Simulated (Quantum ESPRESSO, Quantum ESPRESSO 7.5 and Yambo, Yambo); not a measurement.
**KBr (Fm-3m): one start, several treatments of the self-energy**

Wanted: the gap of KBr (Fm-3m) under several approximations, with cost.

Program: Quantum ESPRESSO 7.5 and Yambo 5.3.0. Level of theory: PBE and many-body steps on it, plane waves. Results are calculated unless marked as measured.

This is a report of a sequence of runs, with most program output left out.

### Step 1. Set-up

The structure is cubic, space group Fm-3m (No. 225). The conventional cell has a = 6.600 Å, b = 6.600 Å, c = 6.600 Å, α = 90.00°, β = 90.00°, γ = 90.00°. Nearest to K lie 6 Br at 3.30 Å. Nearest to Br lie 6 K at 3.30 Å. Farther neighbours and most contacts between anions are not listed.

The cell and positions come from the Crystallography Open Database and are kept as given unless a step says otherwise.

### Step 2. Empty states on the mesh, 4×4×4 mesh, 474 bands

This step: Quantum ESPRESSO 7.5; DFT, PBE, plane waves, norm-conserving pseudopotentials.

The sums over transitions need many empty states on a uniform mesh; this step solves for them.

Contents of pw.in:

```
&control
  calculation = 'nscf'
  prefix = 'x'
  outdir = 'o'
  pseudo_dir = 'pseudo'
/
&system
  ibrav = 0
  nat = 2
  ntyp = 2
  ecutwfc = 76.0
  nbnd = 474
  force_symmorphic = .true.
/
&electrons
  conv_thr = 1e-9
  electron_maxstep = 80
  diago_full_acc = .true.
  diago_thr_init = 5e-6
/
ATOMIC_SPECIES
  K 39.098 K.upf
  Br 79.904 Br.upf
CELL_PARAMETERS angstrom
  0.0000000000 3.3000000000 3.3000000000
  3.3000000000 0.0000000000 3.3000000000
  3.3000000000 3.3000000000 0.0000000000
ATOMIC_POSITIONS crystal
  K 0.0000000000 0.0000000000 0.0000000000
  Br 0.5000000000 0.5000000000 0.5000000000
K_POINTS automatic
  4 4 4 0 0 0
```

On the command line:

```bash
$ OMP_NUM_THREADS=1 mpirun -n 4 pw.x -nk 4 -in pw.in > pw.out
```

Wall time 94 s (4 MPI ranks of Arm Neoverse V1, shared host); peak memory 1.2 GiB.

Numbers from this step:

* gap: 4.436 eV
* k of the valence top: 0, 0, 0
* k of the conduction bottom: 0, 0, 0
* least direct gap: 4.436 eV
* k points computed: 8
* lowest point of the top converged band, above the valence top: 191.6108 eV

On this mesh the gap is 4.436 eV.

The density comes from a self-consistent run that is not shown.

### Step 3. Conversion and set-up

This step: Yambo 5.3.0; conversion and set-up on PBE, plane waves, norm-conserving pseudopotentials.

The states are converted to the many-body program's format and the q mesh is built.

On the command line:

```bash
$ (cd o/x.save; p2y > p2y.log; mv SAVE ../..); yambo > setup.log
```

The job ended after 3.4 s (1 MPI rank; peak memory 0.26 GiB).

### Step 4. G0W0, Godby-Needs plasmon pole

Now the one-shot GW correction: screening in the RPA, then the self-energy of the levels asked for.

This step: G0W0 on PBE, plane waves, norm-conserving pseudopotentials.

Contents of gw2.in:

```
HF_and_locXC
gw0
dyson
ppa
em1d
rim_cut
RandQpts= 1000000
RandGvec= 1 RL
EXXRLvcs= 76 Ry
VXCRLvcs= 304 Ry
Chimod= "HARTREE"
% BndsRnXp
 1 | 201 |
%
NGsBlkXp= 15.5 Ry
% LongDrXp
 1 | 1 | 1 |
%
% GbndRnge
 1 | 201 |
%
DysSolver= "n"
ExtendOut
PPAPntXp= 27.21138 eV
% QPkrange
 1 | 1 | 12 | 15 |
%
```

On the command line:

```bash
$ OMP_NUM_THREADS=1 mpirun -n 4 yambo -F gw2.in -J gw2 -C gw2 > gw2.log
```

It took 6.3 min on 4 MPI ranks; peak memory 2.1 GiB; 25 min of CPU time.

This step gave:

```yaml
g0w0_gap_on_the_points_computed: 7.728 eV
starting_gap_on_the_mesh: 4.436 eV
k_of_the_valence_top: 0, 0, 0
k_of_the_conduction_bottom: 0, 0, 0
least_direct_g0w0_gap_on_the_computed_points: 7.728 eV
z_at_the_valence_top: 0.8279
z_at_the_conduction_bottom: 0.8736
```

The gap on the mesh goes from 4.44 eV to 7.73 eV, a correction of +3.29 eV.

### Step 5. One-shot COHSEX

This step: one-shot COHSEX on PBE, plane waves, norm-conserving pseudopotentials.

Contents of gw4.in:

```
HF_and_locXC
gw0
dyson
cohsex
em1s
rim_cut
RandQpts= 1000000
RandGvec= 1 RL
EXXRLvcs= 76 Ry
VXCRLvcs= 304 Ry
Chimod= "HARTREE"
% BndsRnXs
 1 | 201 |
%
NGsBlkXs= 15.5 Ry
% LongDrXs
 1 | 1 | 1 |
%
% GbndRnge
 1 | 201 |
%
DysSolver= "n"
ExtendOut
% QPkrange
 1 | 1 | 12 | 15 |
%
```

On the command line:

```bash
$ OMP_NUM_THREADS=1 mpirun -n 4 yambo -F gw4.in -J gw4 -C gw4 > gw4.log
```

The job ended after 3.9 min (4 MPI ranks; peak memory 2.1 GiB).

This step gave:

```yaml
quasiparticle_gap_on_the_points_computed: 9.085 eV
starting_gap_on_the_mesh: 4.436 eV
k_of_the_valence_top: 0, 0, 0
k_of_the_conduction_bottom: 0, 0, 0
least_direct_quasiparticle_gap_on_the_computed_points: 9.085 eV
z_at_the_valence_top: 1
z_at_the_conduction_bottom: 1
```

Against G0W0 in Yambo (4×4×4 mesh, 201 bands, screening to 210.9 eV, Godby-Needs plasmon pole), the gap moves by +1.357 eV.

### Step 6. One-shot Hartree-Fock

This step: one-shot Hartree-Fock on PBE, plane waves, norm-conserving pseudopotentials.

Contents of gw5.in:

```
HF_and_locXC
rim_cut
RandQpts= 1000000
RandGvec= 1 RL
EXXRLvcs= 76 Ry
VXCRLvcs= 304 Ry
% QPkrange
 1 | 1 | 12 | 15 |
%
```

On the command line:

```bash
$ OMP_NUM_THREADS=1 mpirun -n 4 yambo -F gw5.in -J gw5 -C gw5 > gw5.log
```

Wall time 5.1 s (4 MPI ranks); peak memory 1.7 GiB; 20 s of CPU time.

Numbers from this step:

```
quasiparticle gap on the mesh                         : 13.00 eV
starting gap on the mesh                              : 4.436 eV
k of the valence top                                  : 0, 0, 0
k of the conduction bottom                            : 0, 0, 0
least direct quasiparticle gap on the computed points : 13.00 eV
```

Against G0W0 in Yambo (4×4×4 mesh, 201 bands, screening to 210.9 eV, Godby-Needs plasmon pole), the gap moves by +5.269 eV.

### Step 7. Side by side

Times are wall times on 4 MPI ranks of Arm Neoverse V1, shared host, good to a factor of about two.

```tsv
run	mesh	bands	screening cutoff (eV)	DFT gap (eV)	gap on the mesh (eV)	direct (eV)	time
G0W0, Godby-Needs plasmon pole	4×4×4	201	210.9	4.436	7.728	7.728	6.3 min
one-shot COHSEX	4×4×4	201	210.9	4.436	9.085	9.085	3.9 min
one-shot Hartree-Fock	4×4×4	-	-	4.436	12.997	12.997	5.1 s
```

### Step 8. Outcome

```yaml
g0w0_godby_needs_plasmon_pole: 7.728 eV
one_shot_cohsex: 9.085 eV
one_shot_hartree_fock: 12.997 eV
known_limits: not at the basis limit; no spin-orbit coupling
```

In words: One-shot COHSEX: +1.357 eV against G0W0, Godby-Needs plasmon pole. One-shot Hartree-Fock: +5.269 eV against G0W0, Godby-Needs plasmon pole. Bare exchange alone opens the gap to 13.00 eV; against G0W0, correlation takes back 5.27 eV. Static COHSEX lies above G0W0: it lacks the factor Z and overstates the Coulomb hole of the filled states. Bands and cutoff are finite, so the gap is not at the basis limit. The miss can reach some tenths of an eV and take either sign; the mesh is an error of its own. The many-body steps are scalar-relativistic: spin-orbit coupling is not in them.

[Paths, hosts, dates, memory and timing lines, banners, echoed tables and standing remarks are left out of the program output.]

[Logs are printed without paths, hosts, clocks, repeated set-up lines and the standing remarks that a program may print on its own settings, such as how far it seeks lower states.]

[Runs of the session that timed out or met a known fault of the program may be left out.]

[Hosts, paths, dates, database ids (printed as entryN), source tags and the programs' standing remarks are cut or masked in the printed files.]
